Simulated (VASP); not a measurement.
# Ta (Im-3m) in VASP: a series of runs

The runs below take Ta through relaxation of cell and atoms, with PBE.

Program: VASP 6.6.1. These are calculated values, not measurements. Logs are shortened: lines on timing, memory, paths and dates and some standing lists are left out, and cuts for length are marked.

### 1 The crystal as given

The structure is cubic, space group Im-3m (No. 229). The conventional cell has a = 3.303 Å, b = 3.303 Å, c = 3.303 Å, α = 90.00°, β = 90.00°, γ = 90.00°. Ta (site symmetry m-3m) is surrounded by 8 Ta at 2.86 Å.

### 2 Relaxation of cell and atoms, PBE

The input, INCAR:

```
SYSTEM = Ta
  ALGO = Fast
  EDIFF = 1E-7
  EDIFFG = -0.002
  ENCUT = 520
  GGA = PE
  IBRION = 2
  ISIF = 3
  ISMEAR = 0
  LASPH = .TRUE.
  LCHARG = .FALSE.
  LREAL = .FALSE.
  LWAVE = .FALSE.
  NELM = 100
  NSW = 80
  PREC = Accurate
  SIGMA = 0.1
```

The input, KPOINTS:

```
k-points
0
G
  18 18 18
  0 0 0
```

The input, POSCAR:

```
Ta
1.0
   -1.6512800000      1.6512800000      1.6512800000
    1.6512800000     -1.6512800000      1.6512800000
    1.6512800000      1.6512800000     -1.6512800000
Ta
1
Direct
    0.0000000000      0.0000000000      0.0000000000
```

Potentials or basis: VASP PAW PBE potentials, release 64 (Ta_pv).

Started as:

```bash
$ cat potpaw_PBE.64/Ta_pv/POTCAR > POTCAR
$ mpirun -np 1 vasp_std > vasp.out
```

OUTCAR:

```text
SYSTEM = Ta
   EDIFF = 1E-7
   EDIFFG = -0.002
   ENCUT = 520
   GGA = PE
   IBRION = 2
   ISIF = 3
   ISMEAR = 0
   LASPH = .TRUE.
   LREAL = .FALSE.
   NELM = 100
   NSW = 80
   PREC = Accurate

 ion  position               nearest neighbor table
   1  0.000  0.000  0.000-

  LATTYP: Found a body centered cubic cell.
 ALAT       =     3.3025600000

  Lattice vectors:

 A1 = (  -1.6512800000,   1.6512800000,   1.6512800000)
 A2 = (   1.6512800000,  -1.6512800000,   1.6512800000)
 A3 = (   1.6512800000,   1.6512800000,  -1.6512800000)

Analysis of symmetry for initial positions (statically):
=====================================================================
 Subroutine PRICEL returns:
 Original cell was already a primitive cell.

 Routine SETGRP: Setting up the symmetry group for a
 body centered cubic supercell.

 Subroutine GETGRP returns: Found 48 space group operations
 (whereof 48 operations were pure point group operations)
 out of a pool of 48 trial point group operations.

The static configuration has the point symmetry O_h .

Analysis of symmetry for dynamics (positions and initial velocities):
=====================================================================
 Subroutine PRICEL returns:
 Original cell was already a primitive cell.

 Routine SETGRP: Setting up the symmetry group for a
 body centered cubic supercell.

 Subroutine GETGRP returns: Found 48 space group operations
 (whereof 48 operations were pure point group operations)
 out of a pool of 48 trial point group operations.

The dynamic configuration has the point symmetry O_h .

 Subroutine INISYM returns: Found 48 space group operations
 (whereof 48 operations are pure point group operations),
 and found     1 'primitive' translations

----------------------------------------------------------------------------------------

                                     Primitive cell

  volume of cell :      18.0104

  direct lattice vectors                    reciprocal lattice vectors
    -1.651280000  1.651280000  1.651280000     0.000000000  0.302795407  0.302795407
     1.651280000 -1.651280000  1.651280000     0.302795407  0.000000000  0.302795407
     1.651280000  1.651280000 -1.651280000     0.302795407  0.302795407  0.000000000

  length of vectors
     2.860100858  2.860100858  2.860100858     0.428217371  0.428217371  0.428217371

  position of ions in fractional coordinates (direct lattice)
     0.000000000  0.000000000  0.000000000

  ion indices of the primitive-cell ions
   primitive index   ion index
                 1           1

----------------------------------------------------------------------------------------

 KPOINTS: k-points

Automatic generation of k-mesh.
 Grid dimensions read from file:
 generate k-points for:   18   18   18

 Generating k-lattice:

  Cartesian coordinates                     Fractional coordinates (reciprocal lattice)
     0.000000000  0.016821967  0.016821967     0.055555556  0.000000000  0.000000000
     0.016821967  0.000000000  0.016821967     0.000000000  0.055555556  0.000000000
     0.016821967  0.016821967  0.000000000     0.000000000  0.000000000  0.055555556

  Length of vectors
     0.023789854  0.023789854  0.023789854

  Shift w.r.t. Gamma in fractional coordinates (k-lattice)
     0.000000000  0.000000000  0.000000000

 Subroutine IBZKPT returns following result:
 ===========================================

 Found    195 irreducible k-points:

 Following reciprocal coordinates:
            Coordinates               Weight
  0.000000  0.000000  0.000000      1.000000
  0.055556  0.000000  0.000000     12.000000
  0.111111  0.000000  0.000000     12.000000
  0.166667  0.000000  0.000000     12.000000
  0.222222  0.000000  0.000000     12.000000
  0.277778  0.000000  0.000000     12.000000
[... 16 lines left out ...]
  0.333333  0.111111  0.000000     48.000000
  0.388889  0.111111  0.000000     48.000000
 [... further k-points ...]
   k-points           NKPTS =    195   k-points in BZ     NKDIM =    195   number of bands    NBANDS=      9
   number of dos      NEDOS =    301   number of ions     NIONS =      1
   total plane-waves  NPLWV =  13824
   dimension x,y,z NGX =    24 NGY =   24 NGZ =   24
   dimension x,y,z NGXF=    48 NGYF=   48 NGZF=   48
   ions per type =               1
   NGX,Y,Z   is equivalent  to a cutoff of  13.95, 13.95, 13.95 a.u.
   NGXF,Y,Z  is equivalent  to a cutoff of  27.90, 27.90, 27.90 a.u.
 SYSTEM =  Ta
   PREC   = accura    normal or accurate (medium, high low for compatibility)
   ISTART =      0    job   : 0-new  1-cont  2-samecut
   ICHARG =      2    charge: 1-file 2-atom 10-const
   ISPIN  =      1    spin polarized calculation?
   LNONCOLLINEAR =      F non collinear calculations
   LSORBIT =      F    spin-orbit coupling
   LASPH  =      T    aspherical Exc in radial PAW
   ENCUT  =  520.0 eV  38.22 Ry    6.18 a.u.   5.32  5.32  5.32*2*pi/ulx,y,z
   NELM   =    100;   NELMIN=  2; NELMDL= -5     # of ELM steps
   EDIFF  = 0.1E-06   stopping-criterion for ELM
   LREAL  =      F    real-space projection
   EDIFFG = -.2E-02   stopping-criterion for IOM
   NSW    =     80    number of steps for IOM
   IBRION =      2    ionic relax: 0-MD 1-quasi-New 2-CG
   NFREE  =      1    steps in history (QN), initial steepest desc. (CG)
   ISIF   =      3    stress and relaxation
   ISYM   =      2    0-nonsym 1-usesym 2-fastsym
   POTIM  = 0.5000    time-step for ionic-motion
   TEBEG  =    0.0;   TEEND  =   0.0 temperature during run
   PSTRESS=    0.0 pullay stress
   NELECT =      11.0000    total number of electrons
   NUPDOWN=      -1.0000    fix difference up-down
   EMIN   =  10.00;   EMAX   =-10.00  energy-range for DOS
   EFERMI =   0.00;   METHOD = LEGACY
   ISMEAR =     0;   SIGMA  =   0.10  broadening in eV -4-tet -1-fermi 0-gaus
   EFERMI_NEDOS =   21; number of points for ismear=-14 and -15
   IALGO  =     68    algorithm
   IMIX   =      4    mixing-type and parameters
     AMIX     =   0.40;   BMIX     =  1.00
     AMIX_MAG =   1.60;   BMIX_MAG =  1.00
  volume/ion in A,a.u.               =      18.01       121.54
  Fermi-wavevector in a.u.,A,eV,Ry     =   1.388988  2.624806 26.249534  1.929286
  Thomas-Fermi vector in A             =   2.513061
   LORBIT       =      0    0 simple, 1 ext, 2 COOP (PROOUT), +10 PAW based schemes
   GGA     = PE    functional components
   LHFCALC =     F    Hartree Fock is set to
   AEXX    =    0.0000 exact exchange contribution
   IVDW    =     0    specifies the selected vdW correction
   LEPSILON=     F    determine dielectric tensor
   LRPA    =     F    only Hartree local field effects (RPA)
 conjugate gradient relaxation of ions
 non-spin polarized calculation
 RMM-DIIS sequential band-by-band and
 Gauss-broadening in eV      SIGMA  =   0.10
  energy-cutoff  :      520.00
  volume of cell :       18.01
 maximum number of plane-waves:       498
 NGX is ok and might be reduce to    24
   NGX = 11   NGY = 11   NGZ = 11

--------------------------------------- Ionic step        1  -------------------------------------------

 number of electron      11.0000002 magnetization

 Free energy of the ion-electron system (eV)
  ---------------------------------------------------
  ext. energy  EPLUGINS =         0.00000000
  ---------------------------------------------------
  free energy    TOTEN  =       -11.81363484 eV

  energy without entropy =      -11.80757931  energy(sigma->0) =      -11.81060707

------------------------ aborting loop because EDIFF is reached ----------------------------------------

  FORCE on cell =-STRESS in cart. coord.  units (eV):
  Direction    XX          YY          ZZ          XY          YZ          ZX
  --------------------------------------------------------------------------------------
  -------------------------------------------------------------------------------------
  Total        0.3429304      0.3429304      0.3429304      0.0000000      0.0000000      0.0000000
  in kB       30.5066469     30.5066469     30.5066469      0.0000000      0.0000000      0.0000000
  external PRESSURE =      30.5066469 kB  Pullay stress =       0.0000000 kB
[... 55 lines left out ...]
  energy  without entropy=      -11.7972662308  energy(sigma->0) =      -11.80040958

--------------------------------------- Ionic step        3  -------------------------------------------

 number of electron      11.0000001 magnetization

 Free energy of the ion-electron system (eV)
  ---------------------------------------------------
  ext. energy  EPLUGINS =         0.00000000
  ---------------------------------------------------
  free energy    TOTEN  =       -11.81622402 eV

  energy without entropy =      -11.81013581  energy(sigma->0) =      -11.81317991

 E-fermi :   5.3729     XC(G=0): -12.5398

 val. band max:        5.3526679999   @ k =   0.1111   0.1111   0.0000
 cond. band min:       5.3742872680   @ k =   0.3333   0.1667   0.0556
 fundamental gap:      0.0216192682
 Fermi energy:         5.3728803706

 k-point     1 :       0.0000    0.0000    0.0000
  band No.  band energies     occupation
      1     -27.7685      2.00000
      2     -27.7685      2.00000
      3     -27.7685      2.00000
      4      -2.4944      2.00000
      5       6.0979      0.00000
      6       6.0979      0.00000
      7       6.0979      0.00000
      8       9.3170      0.00000
      9       9.3170      0.00000
[... 265 lines left out ...]
 k-point    24 :       0.3889    0.1111    0.0000
  band No.  band energies     occupation
      1     -28.8151      2.00000
      2     -28.1602      2.00000
      3     -27.8240      2.00000
      4       1.4367      2.00000
      5       3.9819      2.00000
      6       5.9778      0.00000
      7       9.0626      0.00000
      8      10.3287      0.00000
      9      13.1128      0.00000

 [... further k-points ...]

------------------------ aborting loop because EDIFF is reached ----------------------------------------

  FORCE on cell =-STRESS in cart. coord.  units (eV):
  Direction    XX          YY          ZZ          XY          YZ          ZX
  --------------------------------------------------------------------------------------
  -------------------------------------------------------------------------------------
  Total       -0.0013457     -0.0013457     -0.0013457      0.0000000      0.0000000     -0.0000000
  in kB       -0.1178847     -0.1178847     -0.1178847      0.0000000      0.0000000     -0.0000000
  external PRESSURE =      -0.1178847 kB  Pullay stress =       0.0000000 kB
[... 16 lines left out ...]
  FREE ENERGIE OF THE ION-ELECTRON SYSTEM (eV)
  ---------------------------------------------------
  free  energy   TOTEN  =       -11.8162240222 eV

  energy  without entropy=      -11.8101358072  energy(sigma->0) =      -11.81317991

 reached required accuracy - stopping structural energy minimisation
```

It took 68 s on 1 thread of AMD EPYC 9R14 (Zen 4), shared host; peak memory 0.15 GiB.

Results:

| Quantity | Value |
| --- | --- |
| Free energy | -11.8162 eV |
| Relaxed volume | 18.29 Å³/atom |
| Relaxed cell | a = 2.875 Å, b = 2.875 Å, c = 2.875 Å, α = 109.47°, β = 109.47°, γ = 109.47° |
| Space group after relaxing (to 0.05 Å) | Im-3m (No. 229) |
| Energy gained by relaxing | 2.6 meV/atom |
| Ionic steps | 3 |
| Pressure after relaxing | 0.0 GPa |
| Band gap on the k mesh | none (metal or under the smearing width) |

Step by step:
| step | energy change (eV) | largest force (eV/Å) | pressure (GPa) | volume (Å³) |
| --- | --- | --- | --- | --- |
| 1 | 0.0000 | 0.0000 | 3.05 | 18.01 |
| 2 | 0.0101 | 0.0000 | -6.25 | 18.92 |
| 3 | -0.0026 | 0.0000 | -0.01 | 18.29 |

Final structure:
```cif
data_structure
_symmetry_space_group_name_H-M 'P 1'
_symmetry_Int_Tables_number 1
_cell_length_a 2.8748
_cell_length_b 2.8748
_cell_length_c 2.8748
_cell_angle_alpha 109.471
_cell_angle_beta 109.471
_cell_angle_gamma 109.471
_cell_volume 18.29
loop_
_atom_site_label
_atom_site_type_symbol
_atom_site_fract_x
_atom_site_fract_y
_atom_site_fract_z
_atom_site_occupancy
Ta1 Ta 0.00000 0.00000 0.00000 1
```

The run has no spin-orbit coupling, so splittings on Ta are missing. PBE usually gives volumes a little too large and moduli too small.

### 3 Relaxation of cell and atoms, PBE

This run uses another cell than the first one, of 18.29 Å³/atom, 1.015 times its volume.

INCAR is that of step 2.

KPOINTS is that of step 2.

The input, POSCAR:

```
Ta                                      
1.0
   -1.6597609298      1.6597609298      1.6597609298
    1.6597609298     -1.6597609298      1.6597609298
    1.6597609298      1.6597609298     -1.6597609298
  Ta            
     1
Direct
     0.0000000000000000    0.0000000000000000    0.0000000000000000
```

Potentials or basis: VASP PAW PBE potentials, release 64 (Ta_pv).

Started as:

```bash
$ cat potpaw_PBE.64/Ta_pv/POTCAR > POTCAR
$ mpirun -np 1 vasp_std > vasp.out
```

OUTCAR:

```text
SYSTEM = Ta
   EDIFF = 1E-7
   EDIFFG = -0.002
   ENCUT = 520
   GGA = PE
   IBRION = 2
   ISIF = 3
   ISMEAR = 0
   LASPH = .TRUE.
   LREAL = .FALSE.
   NELM = 100
   NSW = 80
   PREC = Accurate

 ion  position               nearest neighbor table
   1  0.000  0.000  0.000-

  LATTYP: Found a body centered cubic cell.
 ALAT       =     3.3195218596

  Lattice vectors:

 A1 = (  -1.6597609298,   1.6597609298,   1.6597609298)
 A2 = (   1.6597609298,  -1.6597609298,   1.6597609298)
 A3 = (   1.6597609298,   1.6597609298,  -1.6597609298)

Analysis of symmetry for initial positions (statically):
=====================================================================
 Subroutine PRICEL returns:
 Original cell was already a primitive cell.

 Routine SETGRP: Setting up the symmetry group for a
 body centered cubic supercell.

 Subroutine GETGRP returns: Found 48 space group operations
 (whereof 48 operations were pure point group operations)
 out of a pool of 48 trial point group operations.

The static configuration has the point symmetry O_h .

Analysis of symmetry for dynamics (positions and initial velocities):
[... 171 lines left out ...]
  external PRESSURE =      -0.3137559 kB  Pullay stress =       0.0000000 kB
[... 57 lines left out ...]
--------------------------------------- Ionic step        3  -------------------------------------------

 number of electron      11.0000001 magnetization

 Free energy of the ion-electron system (eV)
  ---------------------------------------------------
  ext. energy  EPLUGINS =         0.00000000
  ---------------------------------------------------
  free energy    TOTEN  =       -11.81632516 eV

  energy without entropy =      -11.81023743  energy(sigma->0) =      -11.81328130

 E-fermi :   5.3746     XC(G=0): -12.5409

 val. band max:        5.3541478232   @ k =   0.1111   0.1111   0.0000
 cond. band min:       5.3763281409   @ k =   0.3333   0.1667   0.0556
 fundamental gap:      0.0221803177
 Fermi energy:         5.3745790058

 k-point     1 :       0.0000    0.0000    0.0000
  band No.  band energies     occupation
      1     -27.7659      2.00000
      2     -27.7659      2.00000
      3     -27.7659      2.00000
      4      -2.4935      2.00000
      5       6.0995      0.00000
      6       6.0995      0.00000
      7       6.0995      0.00000
      8       9.3192      0.00000
      9       9.3192      0.00000
[... 265 lines left out ...]
 k-point    24 :       0.3889    0.1111   -0.0000
  band No.  band energies     occupation
      1     -28.8132      2.00000
      2     -28.1578      2.00000
      3     -27.8214      2.00000
      4       1.4376      2.00000
      5       3.9830      2.00000
      6       5.9801      0.00000
      7       9.0651      0.00000
      8      10.3316      0.00000
      9      13.1165      0.00000

 [... further k-points ...]

------------------------ aborting loop because EDIFF is reached ----------------------------------------

  FORCE on cell =-STRESS in cart. coord.  units (eV):
  Direction    XX          YY          ZZ          XY          YZ          ZX
  --------------------------------------------------------------------------------------
  -------------------------------------------------------------------------------------
  Total        0.0009832      0.0009832      0.0009832      0.0000000     -0.0000000      0.0000000
  in kB        0.0861501      0.0861501      0.0861501      0.0000000     -0.0000000      0.0000000
  external PRESSURE =       0.0861501 kB  Pullay stress =       0.0000000 kB
[... 16 lines left out ...]
  FREE ENERGIE OF THE ION-ELECTRON SYSTEM (eV)
  ---------------------------------------------------
  free  energy   TOTEN  =       -11.8163251611 eV

  energy  without entropy=      -11.8102374320  energy(sigma->0) =      -11.81328130

 reached required accuracy - stopping structural energy minimisation
```

OSZICAR:

```text
N       E                     dE             d eps       ncg     rms          rms(c)
DAV:   1     0.456965830933E+02    0.45697E+02   -0.65848E+03  3510   0.116E+03
DAV:   2    -0.116154236320E+02   -0.57312E+02   -0.56610E+02  4521   0.245E+02
DAV:   3    -0.122850193054E+02   -0.66960E+00   -0.64949E+00  4015   0.264E+01
DAV:   4    -0.122892885647E+02   -0.42693E-02   -0.42647E-02  4041   0.179E+00
[... 20 lines left out ...]
DAV:   1    -0.118163317217E+02   -0.79314E-05   -0.20434E-04  3652   0.208E-01    0.224E-02
RMM:   2    -0.118163264957E+02    0.52259E-05   -0.63447E-06  3510   0.287E-02    0.749E-03
RMM:   3    -0.118163252766E+02    0.12191E-05   -0.50307E-06  3510   0.232E-02    0.350E-03
RMM:   4    -0.118163251660E+02    0.11066E-06   -0.25660E-07  2639   0.629E-03    0.933E-04
RMM:   5    -0.118163251611E+02    0.48701E-08   -0.94535E-08  2183   0.337E-03
   3 F= -.11816325E+02 E0= -.11813281E+02  d E =-.397430E-06
```

Wall time 46 s (1 thread of AMD EPYC 9R14 (Zen 4), shared host); peak memory 0.14 GiB.

Results:

- Free energy: -11.8163 eV
- Relaxed volume: 18.29 Å³/atom
- Relaxed cell: a = 2.875 Å, b = 2.875 Å, c = 2.875 Å, α = 109.47°, β = 109.47°, γ = 109.47°
- Space group after relaxing (to 0.05 Å): Im-3m (No. 229)
- Energy gained by relaxing: 0.0 meV/atom
- Ionic steps: 3
- Pressure after relaxing: 0.0 GPa
- Band gap on the k mesh: none (metal or under the smearing width)

Final structure:
```
Ta
1.0
    -1.65965    1.65965    1.65965
     1.65965   -1.65965    1.65965
     1.65965    1.65965   -1.65965
Ta
1
Direct
  0.00000 0.00000 0.00000
```

The run has no spin-orbit coupling, so splittings on Ta are missing.
